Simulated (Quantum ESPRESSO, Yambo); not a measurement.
# A GW run on P (puckered monolayer) in Yambo, with inputs changed, part 2 of 2

Aim: change inputs of a GW run on P (puckered monolayer) and see what moves.

Yambo 5.3.0; PBE and many-body steps on it, plane waves. Known limits of the many-body steps: not at the basis limit.

So far. Step 2 (Base): The gap on the mesh goes from 0.91 eV to 2.02 eV, a correction of +1.11 eV. Step 3 (Core charge in Vxc): Against G0W0 in Yambo (6×8×1 mesh, 202 bands, screening to 142.9 eV, Godby-Needs plasmon pole), the gap moves by −0.032 eV.

## (4) Pole fitted at another frequency

Level of this step: G0W0 on PBE, plane waves, norm-conserving pseudopotentials (Yambo).

gw7.in

```
HF_and_locXC
gw0
dyson
ppa
em1d
rim_cut
rim_w
RandQpts= 3000000
RandGvec= 100 RL
CUTGeo= "slab z"
RandGvecW= 9 RL
EXXRLvcs= 36 Ry
VXCRLvcs= 144 Ry
Chimod= "HARTREE"
% BndsRnXp
 1 | 202 |
%
NGsBlkXp= 10.5 Ry
% LongDrXp
 1 | 1 | 0 |
%
% GbndRnge
 1 | 202 |
%
DysSolver= "n"
ExtendOut
PPAPntXp= 10 eV
% QPkrange
 1 | 1 | 9 | 12 |
%
```

Started as:

```console
$ OMP_NUM_THREADS=1 mpirun -n 8 yambo -F gw7.in -J gw7 -C gw7 > gw7.log
```

Log:

```text
 Yambo, version 5.3.0

 [02] CORE Variables Setup
 =========================

  [... cell, symmetries and grids as in the set-up ...]

  [02.05] Energies & Occupations
  ==============================

  [X] === General ===
  [X] Electronic Temperature                        :  0.000000  0.000000 [eV K]
  [X] Bosonic    Temperature                        :  0.000000  0.000000 [eV K]
  [X] Finite Temperature mode                       : no
  [X] El. density                                   :  0.93433E+23 [cm-3]
[...]
Sc bands terminator                              : no
  Sx RL components                                 :   5277

  QP @ state[ 1 ] K range                          :  1  1
  QP @ state[ 1 ] b range                          :   9  12
  GF energies kind                                 : Perdew, Burke & Ernzerhof(X)+Perdew, Burke & Ernzerhof(C)
  GF WF`s kind                                     : Perdew, Burke & Ernzerhof(X)+Perdew, Burke & Ernzerhof(C)
  Xs energies kind                                 : Perdew, Burke & Ernzerhof(X)+Perdew, Burke & Ernzerhof(C)
  Xs WF`s kind                                     : Perdew, Burke & Ernzerhof(X)+Perdew, Burke & Ernzerhof(C)

 [14] Game Over & Game summary
```

It took 12 min on 8 MPI ranks of Arm Neoverse V1, shared host; peak memory 6.1 GiB.

This step gave:

```
G0W0 gap on the points computed              : 1.980 eV
starting gap on the mesh                     : 0.9076 eV
k of the valence top                         : 0, 0, 0
k of the conduction bottom                   : 0, 0, 0
least direct G0W0 gap on the computed points : 1.980 eV
```

Against G0W0 in Yambo (6×8×1 mesh, 202 bands, screening to 142.9 eV, Godby-Needs plasmon pole), the gap moves by −0.036 eV.

## (5) Zero field direction

gw8.in, as its differences from gw7.in of step 4:

```diff
@@ -19,3 +19,3 @@
 % LongDrXp
- 1 | 1 | 0 |
+ 0 | 0 | 0 |
 %
@@ -26,3 +26,3 @@
 ExtendOut
-PPAPntXp= 10 eV
+PPAPntXp= 27.21138 eV
 % QPkrange
```

Started as:

```console
$ OMP_NUM_THREADS=1 mpirun -n 8 yambo -F gw8.in -J gw8 -C gw8 > gw8.log
```

Log:

```text
 Yambo, version 5.3.0

 [02] CORE Variables Setup
 =========================

  [... cell, symmetries and grids as in the set-up ...]

  [02.05] Energies & Occupations
  ==============================

  [X] === General ===
  [X] Electronic Temperature                        :  0.000000  0.000000 [eV K]
  [X] Bosonic    Temperature                        :  0.000000  0.000000 [eV K]
  [X] Finite Temperature mode                       : no
  [X] El. density                                   :  0.93433E+23 [cm-3]
  [X] Fermi Level                                   : -0.738122 [eV]

  [X] === Gaps and Widths ===
  [X] Conduction Band Min                           :  0.907578 [eV]
  [X] Valence Band Max                              :  0.000000 [eV]
  [X] Filled Bands                                  :  10
  [X] Empty Bands                                   :    11   425
  [X] Direct Gap                                    :  0.907578 [eV]
  [X] Direct Gap localized at k                     :  1
  [X] Indirect Gap                                  :  0.907578 [eV]
  [X] Indirect Gap between kpts                     :  1  1
  [X] Last valence band width                       :  1.926594 [eV]
  [X] 1st conduction band width                     :  1.900290 [eV]

 [03] Transferred momenta grid and indexing
 ==========================================

 IBZ Q-points                                      :  20
 BZ  Q-points                                      :   48

 K/Q-points units:
 rlu = crystal or reduced units; cc = cartesian coordinates; iku = interal k-units

 Q [ 1]         [rlu]:  0.000000  0.000000  0.000000
 Q [ 2]         [rlu]:  0.000000  0.125000  0.000000
 Q [ 3]         [rlu]:  0.000000  0.250000  0.000000
[...]
[06] Dipoles
 ============

  [06.01] Setup: observables and procedures
  =========================================

  [WARNING] [x,Vnl] slows the Dipoles computation. To neglect it rename the ns.kb_pp file

 [07] Dynamic Dielectric Matrix (PPA)
 ====================================

 [SLK-Inversion]  Pools        :  2
 [SLK-Inversion]  BLACS grid   :  2  2

 [WR./gw8//ndb.pp]---------------------------------------------------------------
  Brillouin Zone Q/K grids (IBZ/BZ)                :   20   48   20   48
  RL vectors                                       :   6937 [WF]
  Coulomb cutoff potential                         : slab z
  Electronic Temperature                           :  0.000000 [K]
  Bosonic    Temperature                           :  0.000000 [K]
  PPA    diel. fun.  energies                      : Perdew, Burke & Ernzerhof(X)+Perdew, Burke & Ernzerhof(C)
  wavefunctions                                    : Perdew, Burke & Ernzerhof(X)+Perdew, Burke & Ernzerhof(C)
  Global Gauge                                     : length
  X matrix size                                    :   781
  X band range                                     :    1  202
  X e/h energy range                               : -1.000000 -1.000000 [eV]
  X Time ordering                                  : R
  X Hxc Kernel                                     : HARTREE
  X Drude frequency                                :  0.000000  0.000000
  X poles                                          :  100.0000 [o/o]
  RL vectors in the sum                            :   6937
  [r,Vnl] included                                 : yes
  Field direction                                  :          NaN          NaN          NaN
  BZ energy Double Grid                            : no
  BZ energy DbGd points                            : 0
  BZ Q point size factor                           : -1.000000
  X Optical Averaged directions                    : none
 [RD./gw8//ndb.dipoles]----------------------------------------------------------

[ERROR] STOP signal received while in[07] Dynamic Dielectric Matrix (PPA)
[ERROR] LINEAR ALGEBRA driver [PARALLEL_lin_system]performing P(Z/C)GESV
```

The job ended after 51 s (8 MPI ranks; peak memory 6 GiB).

The run stopped with an error after 51 s.

The program's words: [ERROR] STOP signal received while in[07] Dynamic Dielectric Matrix (PPA) [ERROR] LINEAR ALGEBRA driver [PARALLEL_lin_system]performing P(Z/C)GESV

The fault put into this input: zero field direction.

## (6) Side by side

Times are wall times on 8 MPI ranks of Arm Neoverse V1, shared host, good to a factor of about two.

| run | mesh | bands | screening cutoff (eV) | DFT gap (eV) | gap on the mesh (eV) | direct (eV) | time |
| --- | --- | --- | --- | --- | --- | --- | --- |
| base | 6×8×1 | 202 | 142.9 | 0.908 | 2.016 | 2.016 | 13 min |
| core charge in Vxc | 6×8×1 | 202 | 142.9 | 0.908 | 1.985 | 1.985 | 1.7 min |
| pole fitted at another frequency | 6×8×1 | 202 | 142.9 | 0.908 | 1.980 | 1.980 | 12 min |

## (7) Results

| Item | Value |
| --- | --- |
| base | 2.016 eV |
| core charge in Vxc | 1.985 eV |
| pole fitted at another frequency | 1.980 eV |
| known limits | not at the basis limit |

**Reading.** Core charge in Vxc: −0.032 eV against base (keys changed: UseNLCC). Pole fitted at another frequency: −0.036 eV against base (keys changed: PPAPntXp). Bands and cutoff are finite, so the gap is not at the basis limit. The miss can reach some tenths of an eV and take either sign; the mesh is an error of its own. In the G0W0 runs levels were corrected at 1 k point alone, so a gap called «on the mesh» is the least over those, and an edge elsewhere would be missed.

[Paths, hosts, dates, memory and timing lines, banners, echoed tables and standing remarks are left out of the program output.]

[Logs are printed without paths, hosts, clocks, repeated set-up lines and the standing remarks that a program may print on its own settings, such as how far it seeks lower states.]

[Runs of the session that timed out or met a known fault of the program may be left out.]

[Hosts, paths, dates, database ids (printed as entryN), source tags and the programs' standing remarks are cut or masked in the printed files.]
